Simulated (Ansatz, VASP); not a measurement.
# Cross-check of TiO2 (TiO2 (001) slab) between VASP and Ansatz

Aim: how closely do two programs agree when they are given the same cell, functional and k mesh? The cell is taken from a series of runs on this material, whose earlier steps may have relaxed, scaled, displaced or heated it; both programs get it as it stands.

Method: plane waves, with VASP 6.6.1 beside it; single point at PBEsol, in Ansatz 0.2.0.

## Step 1: Set-up

The cell holds 12 atoms: 4 Ti and 8 O. Its edges and angles: a = 3.783 Å, b = 3.783 Å, c = 21.000 Å, α = 90.0°, β = 90.0°, γ = 90.0°. Vacuum lies along c.

## Step 2: Ansatz: single point, PBEsol

Ansatz runs on its PAW soft_1 files.

With cell and atoms fixed, the geometry can't cause a difference; cores, projectors, grids and the points listed under the comparison can.

Contents of input.yaml:

```yaml
crystal:
  lattice:
    - [3.78254, 0.0, 0.0]
    - [0.0, 3.78254, 0.0]
    - [0.0, 0.0, 21.0]
  atoms:
    - { symbol: Ti, position: [0.998269522, 1.0242019728, 0.6661422518] }
    - { symbol: Ti, position: [0.9977821948, 0.5241418971, 0.3331004265] }
    - { symbol: Ti, position: [0.4977440695, 0.5032838429, 0.4425606687] }
    - { symbol: Ti, position: [0.4982183305, 1.0032856391, 0.5566802725] }
    - { symbol: O, position: [0.9977725908, 0.5381921122, 0.4242217406] }
    - { symbol: O, position: [0.9977510696, 0.9600401401, 0.3068336844] }
    - { symbol: O, position: [0.9982230031, 0.4601125442, 0.6924060897] }
    - { symbol: O, position: [0.4977633744, 0.4621728723, 0.3496724345] }
    - { symbol: O, position: [0.4982180212, 0.9622329613, 0.6495702646] }
    - { symbol: O, position: [0.4982716529, 0.5126531257, 0.5369093424] }
    - { symbol: O, position: [0.4977223301, 1.012651749, 0.4623302295] }
    - { symbol: O, position: [0.9982169102, 1.0382105067, 0.5750187256] }
basis:
  ecutwfc: 420
  xc_grid: 2
hamiltonian:
  xc: pbesol
  pseudopotentials: { kind: paw, azcp: { folder: soft_1 }, xc_functional: pbe }
kpoints:
  mp_grid: { grid: [9, 9, 1] }
scf:
  occupations: { method: fermi_dirac, width: 0.01 }
  max_iter: 80
output:
  forces: true
  eigenvalues: true
```

The run is started by

```bash
$ ansatz run input.yaml --threads 32 --pin off --max-ram 84787MiB --backend cuda --events-out ev --progress --plain --runs-dir out --max-vram 78GiB
```

Numbers of over 12 decimals in the logs are rounded to 6 here.

What it wrote:

```text
Engine: ansatz 0.2.0, aarch64-unknown-linux-gnu
[...]
Pseudopotential: Ti, paw, valence charge 12, recommended cutoff 420 eV (normal), soft_1/Ti.paw.azcp
Pseudopotential: O, paw, valence charge 6, recommended cutoff 420 eV (normal), soft_1/O.paw.azcp
Functional definition: PBEsol
[...]
Crystal: 12 atoms, lattice volume = 300.460 Å³
Basis set: ecut = 420 eV, 5823 PW (Γ), exchange–correlation on 54×54×288 points (8 copies of the dense FFT grid, shifted against one another)
Bands: 60, of which v1, the nominal top of the filled ones, is band 48 counted from 1 (47 counted from 0)
[...]
Space group: P1 (ITA 1), of the structure as read, at distance tolerance 6.7e-5 Å
k-points: 41 of 81 (time reversal used)
[...]
Functional: x = pbesol(κ = 0.804, μ = 0.123457), c = pbesol(β = 0.046)
[...]
automatic band count: iteration 7 solves 55 bands in place of 56: the levels show a gap, and the empty bands left out lie too high to hold charge; the band table lists the bands solved (type scf.n_ext [...]
[...]
SCF iter  13: F=—  HF=-14397.531617 eV  |F-HF|=—  |Δ(HF+E_count)|=   7.14e-9  Δρ=8.18e-6  dr2=1.75e-7  ethr=9.01e-10  ⟨swp⟩=2.0  Hψ=3415  notcnv=0  defer=82
SCF iter  14: F=-14397.531617 eV  HF=-14397.531617 eV  |F-HF|=7.50e-9  |Δ(HF+E_count)|=   3.57e-8  Δρ=3.65e-6  dr2=3.07e-8  ethr=1.04e-10  ⟨swp⟩=12.3  Hψ=9249  notcnv=0
SCF 1 converged in 14 iterations: F = -14397.531617 eV  dr2 = 3.07e-8
[...]
SCF converged after 14 iterations
Free energy (F): -14397.531617 eV
[...]
Fermi energy:    0.774576 eV
--- Per-component energies (eV) ---
[...]
--- Forces (eV/Å), atoms counted from 1 ---
[...]
--- Band table (eV; the first three rows and the last of 41) ---
[...]
```

## Step 3: VASP: single point, PBEsol

The same cell, functional, mesh and smearing now go to VASP, with its own data sets.

Lines of VASP's logs that name or quote its potential files are left out, and so is its time.

Contents of INCAR:

```
SYSTEM = TiO2
PREC = Accurate
ENCUT = 520
EDIFF = 1E-06
NELM = 120
ISMEAR = -1
SIGMA = 0.01
LREAL = .FALSE.
ALGO = Normal
GGA = PS
NBANDS = 60
LASPH = .TRUE.
LORBIT = 11
LWAVE = .FALSE.
LCHARG = .FALSE.
ISIF = 2
GGA_COMPAT = .FALSE.
EFERMI = MIDGAP
KPAR = 2
```

Contents of POSCAR:

```
TiO2
1.0
    3.7825400000      0.0000000000      0.0000000000
    0.0000000000      3.7825400000      0.0000000000
    0.0000000000      0.0000000000     21.0000000000
Ti O
4 8
Direct
    0.9982695220      0.0242019728      0.6661422518
    0.9977821948      0.5241418971      0.3331004265
    0.4977440695      0.5032838429      0.4425606687
    0.4982183305      0.0032856391      0.5566802725
    0.9977725908      0.5381921122      0.4242217406
    0.9977510696      0.9600401401      0.3068336844
    0.9982230031      0.4601125442      0.6924060897
    0.4977633744      0.4621728723      0.3496724345
    0.4982180212      0.9622329613      0.6495702646
    0.4982716529      0.5126531257      0.5369093424
    0.4977223301      0.0126517490      0.4623302295
    0.9982169102      0.0382105067      0.5750187256
```

Contents of KPOINTS:

```
Automatic mesh
0
Gamma
9 9 1
0 0 0
```

Potentials, in the order of the species: Ti_sv and O (PBE family, release 64).

The run is started by

```bash
$ mpirun -np 2 vasp_std
```

What it wrote:

```text
[banner, memory and clock lines left out]
running    2 mpi-ranks, on    1 nodes
 distrk:  each k-point on    1 cores,    2 groups
 distr:  one band on    1 cores,    1 groups

 POSCAR found type information on POSCAR TiO
 POSCAR found :  2 types and      12 ions
|                                                                             |
|               ----> ADVICE to this user running VASP <----                  |
|                                                                             |
|     You enforced a specific xc type in the INCAR file but a different       |
|     [... a line on the potential file left out ...]
|     I HOPE YOU KNOW WHAT YOU ARE DOING!                                     |
|                                                                             |

 LDA part: xc-table for (Slater+PW92), standard interpolation
 POSCAR, INCAR and KPOINTS ok, starting setup
 FFT: planning ... GRIDC
 FFT: planning ... GRID_SOFT
 FFT: planning ... GRID
 WAVECAR not read
 entering main loop
       N       E                     dE             d eps       ncg     rms          rms(c)
DAV:   1     0.135176993009E+04    0.13518E+04   -0.48697E+04  5256   0.160E+03
DAV:   2     0.863793602379E+02   -0.12654E+04   -0.12180E+04  6036   0.488E+02
DAV:   3    -0.123538897339E+03   -0.20992E+03   -0.20828E+03  6396   0.201E+02
DAV:   4    -0.141568835317E+03   -0.18030E+02   -0.17999E+02  8224   0.565E+01
DAV:   5    -0.143216060031E+03   -0.16472E+01   -0.16469E+01  7392   0.119E+01    0.462E+01
DAV:   6    -0.112660718131E+03    0.30555E+02   -0.21516E+02  7216   0.990E+01    0.203E+01
DAV:   7    -0.111899698877E+03    0.76102E+00   -0.54672E+01  7052   0.418E+01    0.137E+01
DAV:   8    -0.110530496460E+03    0.13692E+01   -0.93766E+00  6892   0.202E+01    0.477E+00
DAV:   9    -0.110516935844E+03    0.13561E-01   -0.13647E+00  7168   0.863E+00    0.293E+00
DAV:  10    -0.110459664184E+03    0.57272E-01   -0.51035E-01  6828   0.482E+00    0.104E+00
DAV:  11    -0.110465998323E+03   -0.63341E-02   -0.66926E-02  6316   0.172E+00    0.539E-01
DAV:  12    -0.110463236602E+03    0.27617E-02   -0.16754E-02  6724   0.980E-01    0.125E-01
DAV:  13    -0.110463479501E+03   -0.24290E-03   -0.24233E-03  7308   0.284E-01    0.977E-02
DAV:  14    -0.110463526158E+03   -0.46657E-04   -0.11277E-03  6764   0.172E-01    0.527E-02
[...]
DAV:  20    -0.110464045171E+03   -0.22976E-03   -0.24712E-05  5888   0.262E-02    0.556E-03
DAV:  21    -0.110464243892E+03   -0.19872E-03   -0.16490E-05  5060   0.178E-02    0.479E-03
DAV:  22    -0.110464320746E+03   -0.76854E-04   -0.50589E-06  4680   0.992E-03    0.213E-03
DAV:  23    -0.110464355244E+03   -0.34497E-04   -0.20294E-06  4248   0.602E-03    0.107E-03
DAV:  24    -0.110464370214E+03   -0.14971E-04   -0.82474E-07  3808   0.343E-03    0.707E-04
DAV:  25    -0.110464375222E+03   -0.50072E-05   -0.30162E-07  3232   0.209E-03    0.293E-04
DAV:  26    -0.110464378051E+03   -0.28300E-05   -0.31188E-07  3376   0.144E-03    0.200E-04
DAV:  27    -0.110464378758E+03   -0.70639E-06   -0.10308E-07  2940   0.994E-04
   1 F= -.11046438E+03 E0= -.11046438E+03  d E =0.000000E+00
```

From OUTCAR (step 3):

```text
ion  position               nearest neighbor table
   1  0.998  0.024  0.666-   7 1.74  12 1.91   9 1.94   9 1.94   7 2.20
   2  0.998  0.524  0.333-   6 1.74   5 1.91   8 1.94   8 1.94   6 2.20
   3  0.498  0.503  0.443-  11 1.90   5 1.93   5 1.93   8 1.96  11 1.97  10 1.98
   4  0.498  0.003  0.557-  10 1.90  12 1.93  12 1.93   9 1.96  10 1.97  11 1.98
   5  0.998  0.538  0.424-   2 1.91   3 1.93   3 1.93
   6  0.998  0.960  0.307-   2 1.74   2 2.20
   7  0.998  0.460  0.692-   1 1.74   1 2.20
   8  0.498  0.462  0.350-   2 1.94   2 1.94   3 1.96
   9  0.498  0.962  0.650-   1 1.94   1 1.94   4 1.96
  10  0.498  0.513  0.537-   4 1.90   4 1.97   3 1.98
  11  0.498  0.013  0.462-   3 1.90   3 1.97   4 1.98
  12  0.998  0.038  0.575-   1 1.91   4 1.93   4 1.93

  LATTYP: Found a simple tetragonal cell.
 ALAT       =     3.7825400000
 C/A-ratio  =     5.5518249642

 Subroutine GETGRP returns: Found  1 space group operations
 (whereof  1 operations were pure point group operations)

The static configuration has the point symmetry C_1 .

 Found     41 irreducible k-points:

   k-points           NKPTS =     41   k-points in BZ     NKDIM =     41   number of bands    NBANDS=     60

   dimension x,y,z NGX =    28 NGY =   28 NGZ =  160
   dimension x,y,z NGXF=    56 NGYF=   56 NGZF=  320

   ENCUT  =  520.0 eV  38.22 Ry    6.18 a.u.   7.03  7.03 39.05*2*pi/ulx,y,z

   NELECT =      96.0000    total number of electrons

 k-points in reciprocal lattice and weights: Automatic mesh
   0.00000000  0.00000000  0.00000000       0.012
   0.11111111  0.00000000  0.00000000       0.025
   0.00000000  0.11111111  0.00000000       0.025
   0.22222222  0.00000000  0.00000000       0.025
   0.00000000  0.22222222  0.00000000       0.025
   0.33333333  0.00000000  0.00000000       0.025
   0.00000000  0.33333333  0.00000000       0.025
   0.44444444  0.00000000  0.00000000       0.025
   0.00000000  0.44444444  0.00000000       0.025
[...]
0.44444444  0.44444444  0.00000000       0.025
  -0.44444444  0.44444444  0.00000000       0.025

 average (electrostatic) potential at core
       1 -81.9882       2 -81.9879       3 -82.5443       4 -82.5444       5 -76.1934
       6 -75.0992       7 -75.0993       8 -75.8310       9 -75.8312      10 -75.9047
      11 -75.9046      12 -76.1935

 E-fermi :  -0.9977

 k-point     1 :       0.0000    0.0000    0.0000
  band No.  band energies     occupation
    ...
     44      -2.7849      2.00000
     45      -2.7643      2.00000
     46      -2.6684      2.00000
     47      -2.6352      2.00000
     48      -2.5713      2.00000
     49       0.0004      0.00000
     50       0.2869      0.00000
     51       0.7140      0.00000
     52       0.7240      0.00000
     53       1.4343      0.00000
    ...

 k-point     2 :       0.1111    0.0000    0.0000
  band No.  band energies     occupation
    ...
     44      -2.9380      2.00000
     45      -2.8183      2.00000
     46      -2.7642      2.00000
     47      -2.5354      2.00000
     48      -2.5255      2.00000
     49       0.1440      0.00000
     50       0.4250      0.00000
     51       0.7844      0.00000
     52       0.8124      0.00000
     53       1.2716      0.00000
    ...

 k-point     3 :       0.0000    0.1111    0.0000
  band No.  band energies     occupation
    ...
     44      -2.9470      2.00000
     45      -2.7708      2.00000
     46      -2.6856      2.00000
     47      -2.6828      2.00000
     48      -2.6637      2.00000
     49       0.2446      0.00000
     50       0.3382      0.00000
     51       0.7698      0.00000
     52       0.7810      0.00000
     53       1.3684      0.00000
    ...

  Total        2.0782444    -11.0486941      0.5523043      0.0004487     -0.0012916     -0.0058574
  in kB       11.0820690    -58.9162612      2.9451177      0.0023927     -0.0068876     -0.0312342
  external PRESSURE =     -14.9630248 kB  Pullay stress =       0.0000000 kB

  energy-cutoff  :      520.00
  volume of cell :      300.46
      direct lattice vectors                 reciprocal lattice vectors
     3.782540000  0.000000000  0.000000000     0.264372617  0.000000000  0.000000000
     0.000000000  3.782540000  0.000000000     0.000000000  0.264372617  0.000000000
     0.000000000  0.000000000 21.000000000     0.000000000  0.000000000  0.047619048

 POSITION                                       TOTAL-FORCE (eV/Angst)
 -----------------------------------------------------------------------------------
      3.77599      0.09154     13.98899        -0.001597     -0.143438      0.047474
      3.77415      1.98259      6.99511        -0.000339     -0.143626     -0.048153
      1.88274      1.90369      9.29377         0.000962      0.011170      0.004736
      1.88453      0.01243     11.69029         0.000447      0.011178     -0.005078
      3.77411      2.03573      8.90866        -0.000247      0.014130      0.046115
      3.77403      3.63139      6.44351         0.000196      0.146481     -0.049629
      3.77582      1.74039     14.54053         0.000015      0.145931      0.049555
      1.88281      1.74819      7.34312         0.000592     -0.012556     -0.024925
      1.88453      3.63968     13.64098         0.000747     -0.012601      0.024854
      1.88473      1.93913     11.27510        -0.000440     -0.015129      0.015876
      1.88265      0.04786      9.70893         0.000019     -0.015355     -0.015321
      3.77580      0.14453     12.07539        -0.000356      0.013815     -0.045505
 -----------------------------------------------------------------------------------
    total drift:                               -0.000796     -0.003109      0.000657

  FREE ENERGIE OF THE ION-ELECTRON SYSTEM (eV)
  ---------------------------------------------------
  free  energy   TOTEN  =      -110.4643787579 eV

  energy  without entropy=     -110.4643787579  energy(sigma->0) =     -110.46437876

 total charge
# of ion       s       p       d       tot
------------------------------------------
    1        2.224   6.267   1.896  10.387
    2        2.224   6.267   1.896  10.387
    3        2.228   6.309   1.781  10.318
    4        2.228   6.309   1.781  10.318
    5        1.568   3.495   0.000   5.063
    6        1.574   3.395   0.000   4.969
    7        1.574   3.395   0.000   4.969
    8        1.568   3.487   0.000   5.054
    9        1.568   3.487   0.000   5.054
   10        1.567   3.487   0.000   5.055
   11        1.567   3.487   0.000   5.055
   12        1.568   3.495   0.000   5.063
--------------------------------------------------
tot         21.458  52.880   7.353  81.691

[... 3 further parts left out ...]
```

This run has no spin polarisation, so a moment on Ti, if there is one, isn't seen.

## Step 4: Comparison

Known differences besides the potentials themselves: the cutoff is 420 eV in Ansatz and 520 eV in VASP; Ansatz makes its cores anew for this functional, VASP keeps those of its PBE data sets. Total energies have different zeros and are not compared.

Both answers:

| quantity | Ansatz | VASP | difference |
| --- | --- | --- | --- |
| gap on the k mesh (eV) | 2.022 | 1.996 | +0.026 |

Forces on 7 of the 12 atoms, those with the largest forces and the largest differences (eV/Å; atoms numbered as in POSCAR):

| atom | Ansatz x, y, z | VASP x, y, z |
| --- | --- | --- |
| Ti1 | -0.002, -0.003, 0.007 | -0.002, -0.143, 0.047 |
| Ti2 | -0.001, -0.004, -0.008 | 0.000, -0.144, -0.048 |
| O5 | 0.000, 0.005, 0.005 | 0.000, 0.014, 0.046 |
| O6 | 0.000, 0.006, -0.004 | 0.000, 0.146, -0.050 |
| O7 | 0.000, 0.006, 0.004 | 0.000, 0.146, 0.050 |
| O8 | 0.001, -0.007, 0.003 | 0.001, -0.013, -0.025 |
| O12 | 0.000, 0.005, -0.004 | 0.000, 0.014, -0.046 |

The forces differ by 51 meV/Å r.m.s., where the r.m.s. force is 0.004 eV/Å in Ansatz and 0.053 eV/Å in VASP: the atoms lie near their places of rest in Ansatz, so a percentage would say little (all taken over all components). A gap on the mesh is an upper bound, since the band edges may lie between its points. With vacuum in the cell, a pressure given here is an average over mostly empty space and none of the material.

## Step 5: Outcome

```yaml
r_m_s_force_difference_single_point_pbesol: 51 meV/Å
```

The r.m.s. force difference is 51 meV/Å (single point, PBEsol), beyond the 12 meV/Å picked in this series as the mark of a large difference. What causes the difference of the single point, PBEsol pair stays open here. 1 further run of this series is not shown here. Such differences can come from data sets, numerical settings and the points named under the comparisons, not from the functional's error against experiment.

[Lines on the potential files, build, host, timing and source positions are cut from VASP's logs without a mark.]

[Logs are printed without paths, hosts, clocks, repeated set-up lines and the standing remarks that a program may print on its own settings, such as how far it seeks lower states.]

[Hosts, paths, dates, database ids (printed as entryN), source tags and the programs' standing remarks are cut or masked in the printed files.]
